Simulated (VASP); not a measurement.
Crystal: CdO.

```
Cd O
1.0
     0.00000    2.34950    2.34950
     2.34950    0.00000    2.34950
     2.34950    2.34950    0.00000
Cd O
1 1
Direct
  0.00000 0.00000 0.00000
  0.50000 0.50000 0.50000
```

| Property | Result |
| --- | --- |
| Program | VASP 6.6.1 |
| Task | relaxation of cell and atoms |
| Functional | PBE |
| Dispersion | D3(BJ) |
| Potentials or basis | VASP PAW PBE potentials, release 64 (Cd, O) |
| Cutoff | 520 eV |
| k mesh | 12 × 12 × 12 |
| Occupations | gaussian, width 0.02 eV |
| Spin | no spin polarisation |

At the start: pressure 4.0 GPa; volume 12.97 Å³/atom.

Where does the relaxation end?

Over 3 steps the energy falls by 4.3 meV/atom and the volume is 13.33 Å³/atom (+2.8 %); space group Fm-3m (No. 225, to 0.05 Å).

The path:
```csv
step,energy change (eV),largest force (eV/Å),pressure (GPa),volume (Å³)
1,0.0000,0.0000,3.99,25.94
2,-0.0047,0.0000,-2.48,27.17
3,-0.0087,0.0000,0.01,26.66
```

Final structure:
```
Cd O
1.0
     0.00000    2.37102    2.37102
     2.37102    0.00000    2.37102
     2.37102    2.37102    0.00000
Cd O
1 1
Direct
  0.00000 0.00000 0.00000
  0.50000 0.50000 0.50000
```

Caveat: pairwise dispersion overbinds metals, which lowers pressure and volume.
